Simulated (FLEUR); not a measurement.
# Al (Im-3m) in FLEUR: a series of runs

The runs below take Al through single point, with PBEsol.

All numbers are computed with FLEUR MaX-R8.1 (later development tree); they aren't measurements. Logs are shortened: lines on timing, memory, paths and dates and some standing lists are left out, and cuts for length are marked.

### Step 1. The crystal as given

It takes space group Im-3m (No. 229, cubic). Conventional cell: a = 3.182 Å, b = 3.182 Å, c = 3.182 Å, α = 90.00°, β = 90.00°, γ = 90.00°. Al (site symmetry m-3m) is surrounded by 8 Al at 2.76 Å.

This isn't the form of Al at room conditions, which is fcc.

### Step 2. Single point, PBEsol

The input, inp.xml:

```xml
<?xml version="1.0" encoding="UTF-8" standalone="no"?>
<fleurInput fleurInputVersion="0.39">
   <comment>
      Al                                                                                                  
   </comment>
   <calculationSetup>
      <cutoffs Kmax="4.15" Gmax="12.9" GmaxXC="12.9" numbands="0"/>
      <scfLoop itmax="60" minDistance="0.00001" maxIterBroyd="15" imix="Anderson" alpha="0.05" precondParam="0.0" spinf="2.0" sdNocoIR="T"/>
      <coreElectrons ctail="T" frcor="F" kcrel="0" coretail_lmax="0"/>
      <xcFunctional name="PBEs" relativisticCorrections="F"/>
      <magnetism jspins="1"/>
      <soc l_soc="F" theta="0.0" phi="0.0" spav="F"/>
      <expertModes spex="0" secvar="F"/>
      <geometryOptimization l_f="T" forcealpha="1.0" forcemix="BFGS" epsdisp="0.0005" epsforce="0.0002"/>
      <ldaU l_linMix="F" mixParam="0.05" spinf="1.0"/>
   </calculationSetup>
   <cell>
      <bzIntegration valenceElectrons="11.0" mode="hist" fermiSmearingEnergy="0.00183747">
         <kPointListSelection listName="default-1"/>
         <!-- k-points included here -->
         <xi:include xmlns:xi="http://www.w3.org/2001/XInclude" href="kpts.xml"> </xi:include>
      </bzIntegration>
      <!-- symmetry operations included here -->
      <xi:include xmlns:xi="http://www.w3.org/2001/XInclude" href="sym.xml"> </xi:include>
      <bulkLattice scale="1.0">
         <bravaisMatrix>
            <row-1>   -3.0069675284447888     3.0069675284447888     3.0069675284447888</row-1>
            <row-2>    3.0069675284447888    -3.0069675284447888     3.0069675284447888</row-2>
            <row-3>    3.0069675284447888     3.0069675284447888    -3.0069675284447888</row-3>
         </bravaisMatrix>
      </bulkLattice>
   </cell>
   <atomSpecies>
      <species name="Aluminum (Al)" element="Al" atomicNumber="13">
         <mtSphere radius="2.36" gridPoints="797" logIncrement="0.014"/>
         <atomicCutoffs lmax="10" lnonsphr="10"/>
         <electronConfig flipSpins="F">
            <coreConfig>(1s1/2)</coreConfig>
            <valenceConfig>(2s1/2) (2p1/2) (2p3/2) (3s1/2) (3p1/2) (3p3/2)</valenceConfig>
            <stateOccupation state="(3p1/2)" spinUp="0.166667" spinDown="0.166667"/>
            <stateOccupation state="(3p3/2)" spinUp="0.333333" spinDown="0.333333"/>
         </electronConfig>
         <energyParameters s="3" p="3" d="3" f="4"/>
         <lo type="SCLO" l="0" n="2" eDeriv="0"/>
         <lo type="SCLO" l="1" n="2" eDeriv="0"/>
         <lo type="SCLO" l="2" n="3" eDeriv="2"/>
         <lo type="SCLO" l="3" n="4" eDeriv="2"/>
      </species>
   </atomSpecies>
   <atomGroups>
      <atomGroup species="Aluminum (Al)">
         <relPos label="                   1">.0000000000 .0000000000 .0000000000</relPos>
         <force calculate="T" relaxXYZ="TTT"/>
      </atomGroup>
   </atomGroups>
   <output dos="F" band="F" slice="F">
      <checks vchk="F" cdinf="F"/>
      <bandDOS minEnergy="-.5*Htr" maxEnergy="0.5*Htr" sigma="0.015" storeEVData="T"/>
      <vacuumDOS vacdos="F" integ="F" star="F" nstars="0" locx1="0.0" locy1="0.0" locx2="0.0" locy2="0.0" nstm="0" tworkf="0.0"/>
      <unfoldingBand unfoldBand="F" supercellX="1" supercellY="1" supercellZ="1"/>
      <plotting iplot="0" polar="F">
         <plot TwoD="T" vec1="  1.0  0.0  0.0" vec2="  0.0  1.0  0.0" vec3="  0.0  0.0  1.0" zero="  0.0  0.0  0.0" file="plot"/>
      </plotting>
      <chargeDensitySlicing numkpt="0" minEigenval="0.0" maxEigenval="0.0" nnne="0" pallst="F"/>
      <specialOutput eonly="F"/>
      <moessbauerParams electricFieldGradient="T" isomerShift="T" coreHyperfine="T" valenceHyperfine="T"/>
      <magneticCircularDichroism mcd="F" energyLo="-10.0" energyUp="0.0"/>
   </output>
  <!-- We include the file relax.xml here to enable relaxations (see documentation) -->
  <xi:include xmlns:xi="http://www.w3.org/2001/XInclude" href="relax.xml"> <xi:fallback/> </xi:include>
</fleurInput>
```

The input, crystal.txt:

```
Al
&input cartesian=F /
-1.5912186900  1.5912186900  1.5912186900
1.5912186900  -1.5912186900  1.5912186900
1.5912186900  1.5912186900  -1.5912186900
1.8897261246
1.0 1.0 1.0

1
13 0.0000000000  0.0000000000  0.0000000000

&kpt div1=12 div2=12 div3=12 gamma=T /
```

Potentials or basis: all-electron, FLAPW.

Started as:

```sh
inpgen -f crystal.txt -profile fastHighL
# inp.xml edited to the form shown
fleur_MPI
```

The log of the run:

```text
Welcome to FLEUR        (www.flapw.de)
      MaX-Release 8.1          (www.max-centre.eu)

 ========== k-point set info ==========
 Selected k-point list: default-1
 k-point list type: mesh
 12 x 12 x 12
 Number of k points: 72

 ------------Calculation Setup---------------------------
 Number of MPI-tasks      :            1
 Number of PE/node        :            1
 Number of OMP-threads    :            1
 Most efficient MPI parallelization for:
           1           2           3           4           6           8           9          12          18          24          36          72
 Additional eigenvalue parallelization possible
 Number of basis functions:          168
 Approximate size of matrices (H+S) per k-point:         0.000 GB
 --------------------------------------------------------
 Iteration:     1   Distance:       3.58577207 me/bohr^3
 Iteration:     2   Distance:       3.38237159 me/bohr^3
 Iteration:     3   Distance:       1.09423777 me/bohr^3
 Iteration:     4   Distance:       0.10457400 me/bohr^3
 Iteration:     5   Distance:       0.08395136 me/bohr^3
 Iteration:     6   Distance:       0.00466219 me/bohr^3
 Iteration:     7   Distance:       0.00830082 me/bohr^3
 Iteration:     8   Distance:       0.00011276 me/bohr^3
 Iteration:     9   Distance:       0.00002397 me/bohr^3
 Iteration:    10   Distance:       0.00000227 me/bohr^3

 ********************************************************************
 Run finished successfully
 Stop message:
   Structural relaxation: Done
 ********************************************************************
```

out.xml (last iteration):

```text
<iteration numberForCurrentRun="   11" overallNumber="   11">
         <energyParameters units="Htr">
            <atomicEP atomType="1" spin="1" branch="3s" branchLowest="-3.49" branchHighest="1.13" value="0.0681723688"/>
            <atomicEP atomType="1" spin="1" branch="3p" branchLowest="-2.08" branchHighest="1.55" value="0.2252378283"/>
            <atomicEP atomType="1" spin="1" branch="3d" branchLowest="-9.99" branchHighest="1.88" value="0.4038591641"/>
            <atomicEP atomType="1" spin="1" branch="4f" branchLowest="-9.99" branchHighest="3.63" value="0.5717366108"/>
            <loAtomicEP atomType="1" spin="1" branch="2s" branchLowest="-54.94" branchHighest="-3.49" value="-3.4963140045"/>
            <loAtomicEP atomType="1" spin="1" branch="2p" branchLowest="-9.99" branchHighest="-2.08" value="-2.0882061239"/>
            <loAtomicEP atomType="1" spin="1" branch="3d" branchLowest="-9.99" branchHighest="1.88" value="0.4038586569"/>
            <loAtomicEP atomType="1" spin="1" branch="4f" branchLowest="-9.99" branchHighest="3.63" value="0.5717396805"/>
         </energyParameters>
         <eigenvalues>
            <eigenvaluesAt spin="1" ikpt="1" k_x="0.00000000" k_y="0.00000000" k_z="0.00000000">
                      -3.4964400484       -2.0877442336       -2.0877442336       -2.0877442336       -0.1251774655
                       0.7818297544        0.7818297544        0.7818297544        0.8435557984
            </eigenvaluesAt>
            <eigenvaluesAt spin="1" ikpt="2" k_x="0.00000000" k_y="0.00000000" k_z="0.08333333">
                      -3.4964313236       -2.0878090170       -2.0877682035       -2.0877435439       -0.1177156192
                       0.7025497868        0.7399504184        0.7538048555        0.8122416450
            </eigenvaluesAt>
            <eigenvaluesAt spin="1" ikpt="3" k_x="0.00000000" k_y="0.00000000" k_z="0.16666667">
                      -3.4964073717       -2.0879853254       -2.0878336545       -2.0877410719       -0.0953998517
                       0.5753582197        0.6889536880        0.7036284960        0.7623464365
            </eigenvaluesAt>
            <eigenvaluesAt spin="1" ikpt="4" k_x="0.00000000" k_y="0.00000000" k_z="0.25000000">
                      -3.4963746368       -2.0882256018       -2.0879228967       -2.0877376132       -0.0584339224
                       0.4498896824        0.6482676509        0.6580047674        0.7193486331
            </eigenvaluesAt>
         </eigenvalues>
         <bandgap value="0.0451151923" units="eV"/>
         <sumValenceSingleParticleEnergies value="-19.1442104272" units="Htr"/>
         <FermiEnergy value="0.2890397031" units="Htr"/>
         <valenceDensity>
            <mtCharges spin="1">
               <mtCharge atomType="1" total="9.5510530" s="2.7347293" p="6.6702534" d="0.1373276" f="0.0081960"/>
            </mtCharges>
            <spinDependentCharge spin="1" total="11.0000000" interstitial="1.4489470" mtSpheres="9.5510530"/>
            <totalCharge value="11.0000000000"/>
         </valenceDensity>
         <coreStates atomType="     1" atomicNumber=" 13" spin="1" kinEnergy="    158.8663173743" eigValSum="   -109.8762646060" lostElectrons=" 0.000000">
            <state n="1" l="0" j="0.5" energy="-54.9381323030" weight="1.0000000000"/>
         </coreStates>
         <allElectronCharges>
            <spinDependentCharge spin="1" total="13.0000000" interstitial="1.4489470" mtSpheres="11.5510530"/>
            <totalCharge value="13.0000000002"/>
         </allElectronCharges>
         <moessbauerParams unitsHFF="kG" unitsIS="e/bohr^3" unitsEFG="Htr/bohr^2">
            <coreIsomerShift atomType="1" isTotal="1397.29570">
               <shell n="1" l="0" isomerShift="1397.29570"/>
            </coreIsomerShift>
            <isomerShift atomType="1" nucleusRadius="0.0000708" averageDensity="1496.22134"/>
            <electricFieldGradient atomType="1" VXX="0.00000" VYY="0.00000" VZZ="0.00000" asymParam="0.00000">
            </electricFieldGradient>
         </moessbauerParams>
         <totalEnergy                                    value="     -242.3424072470" units="Htr">
            <sumOfEigenvalues                            value="     -129.0204750332">
               <coreElectrons value="-109.8762646060"/>
               <valenceElectrons value="-19.1442104272"/>
            </sumOfEigenvalues>
            <densityCoulombPotentialIntegral value="-348.1309569283"/>
            <densityEffectivePotentialIntegral value="-371.7984355026"/>
            <chargeDenXCDenIntegral value="-18.1501733387"/>
            <FockExchangeEnergyValence value="0.0000000000"/>
            <FockExchangeEnergyCore value="0.0000000000"/>
            <atomTypeDependentContributions atomType="1">
               <electronNucleiInteractionDifferentMTs value="287.4818590060"/>
               <MadelungTerm value="-5.4228569075"/>
            </atomTypeDependentContributions>
            <tkbTimesEntropy value="0.0001511278"/>
            <freeEnergy value="-242.3425583749"/>
            <extrapolationTo0K value="-242.3424828110"/>
         </totalEnergy>
         <totalForcesOnRepresentativeAtoms units="Htr/bohr">
            <forceTotal atomType="1" x="0.000000" y="0.000000" z="0.000000" F_x="0.00000000" F_y="0.00000000" F_z="0.00000000"/>
         </totalForcesOnRepresentativeAtoms>
      </iteration>
```

Run time: 17 s. Hardware: 1 thread of Arm Neoverse V2, shared host; peak memory 0.06 GiB.

What came out:

```yaml
Free_energy: -6594.4770 eV
Band_gap_on_the_k_mesh: none (metal or under the smearing width)
Valence_electrons_inside_the_program's_atomic_spheres: Al 9.55 (radii Al 2.36 bohr)
```

Core levels (eV from the Fermi level):
| atom | levels |
| --- | --- |
| 1 Al | 1s1/2 -1502.8 |

### Step 3. Single point, PBEsol (cell strained at random at fixed volume)

Changes to inp.xml since step 2:

```diff
@@ -26,5 +26,5 @@
          <bravaisMatrix>
-            <row-1>   -3.0069675284447888     3.0069675284447888     3.0069675284447888</row-1>
-            <row-2>    3.0069675284447888    -3.0069675284447888     3.0069675284447888</row-2>
-            <row-3>    3.0069675284447888     3.0069675284447888    -3.0069675284447888</row-3>
+            <row-1>   -3.2105501993891696     2.9561099150685273     3.0250698008074304</row-1>
+            <row-2>    3.0820544920947439    -2.9912644901644612     2.9317286686089381</row-2>
+            <row-3>    3.1376370065976036     2.9183512973728947    -3.0602243759033647</row-3>
          </bravaisMatrix>
@@ -34,4 +34,4 @@
       <species name="Aluminum (Al)" element="Al" atomicNumber="13">
-         <mtSphere radius="2.36" gridPoints="797" logIncrement="0.014"/>
-         <atomicCutoffs lmax="10" lnonsphr="10"/>
+         <mtSphere radius="2.36" gridPoints="777" logIncrement="0.015"/>
+         <atomicCutoffs lmax="9" lnonsphr="9"/>
          <electronConfig flipSpins="F">
```

The input, crystal.txt:

```
Al
&input cartesian=F /
-1.6989500000  1.5643060000  1.6007980000
1.6309530000  -1.5829090000  1.5514040000
1.6603660000  1.5443250000  -1.6194010000
1.8897261246
1.0 1.0 1.0

1
13 -0.0006930000  0.0123870000  0.0058490000

&kpt div1=12 div2=12 div3=12 gamma=T /
```

Potentials or basis: all-electron, FLAPW.

Started as:

```sh
inpgen -f crystal.txt -profile fastHighL
# inp.xml edited to the form shown
fleur_MPI
```

The log of the run:

```text
Welcome to FLEUR        (www.flapw.de)
      MaX-Release 8.1          (www.max-centre.eu)

 ========== k-point set info ==========
 Selected k-point list: default-1
 k-point list type: mesh
 12 x 12 x 12
 Number of k points: 868

 ------------Calculation Setup---------------------------
 Number of MPI-tasks      :            1
 Number of PE/node        :            1
 Number of OMP-threads    :            1
 Most efficient MPI parallelization for:
           1           2           4           7          14          28          31          62         124         217         434         868
 Additional eigenvalue parallelization possible
 Number of basis functions:          169
 Approximate size of matrices (H+S) per k-point:         0.000 GB
 --------------------------------------------------------
 Iteration:     1   Distance:       3.68203537 me/bohr^3
 Iteration:     2   Distance:       3.47324008 me/bohr^3
 Iteration:     3   Distance:       1.08253892 me/bohr^3
 Iteration:     4   Distance:       0.10986041 me/bohr^3
 Iteration:     5   Distance:       0.08435875 me/bohr^3
 Iteration:     6   Distance:       0.00541771 me/bohr^3
 Iteration:     7   Distance:       0.00505235 me/bohr^3
 Iteration:     8   Distance:       0.00060680 me/bohr^3
 Iteration:     9   Distance:       0.00002729 me/bohr^3
 Iteration:    10   Distance:       0.00002279 me/bohr^3
 Iteration:    11   Distance:       0.00000038 me/bohr^3

 ********************************************************************
 Run finished successfully
 Stop message:
   Structural relaxation: Done
 ********************************************************************
```

out.xml (last iteration):

```text
<iteration numberForCurrentRun="   12" overallNumber="   12">
         <energyParameters units="Htr">
            <atomicEP atomType="1" spin="1" branch="3s" branchLowest="-3.49" branchHighest="1.13" value="0.0677284077"/>
            <atomicEP atomType="1" spin="1" branch="3p" branchLowest="-2.08" branchHighest="1.55" value="0.2247543316"/>
            <atomicEP atomType="1" spin="1" branch="3d" branchLowest="-9.99" branchHighest="1.88" value="0.4033477810"/>
            <atomicEP atomType="1" spin="1" branch="4f" branchLowest="-9.99" branchHighest="3.63" value="0.5712192018"/>
[... 64 lines left out ...]
            <extrapolationTo0K value="-242.3424297429"/>
         </totalEnergy>
         <totalForcesOnRepresentativeAtoms units="Htr/bohr">
            <forceTotal atomType="1" x="0.000000" y="0.000000" z="0.000000" F_x="0.00000000" F_y="0.00000000" F_z="0.00000000"/>
         </totalForcesOnRepresentativeAtoms>
      </iteration>
```

Run time: 3.7 min. Hardware: 1 thread of Arm Neoverse V2, shared host; peak memory 0.07 GiB.

What came out:

* Free energy: -6594.4754 eV
* Band gap on the k mesh: none (metal or under the smearing width)
* Valence electrons inside the program's atomic spheres: Al 9.55 (radii Al 2.36 bohr)

Core levels (eV from the Fermi level):
```tsv
atom	levels
1 Al	1s1/2 -1502.8
```
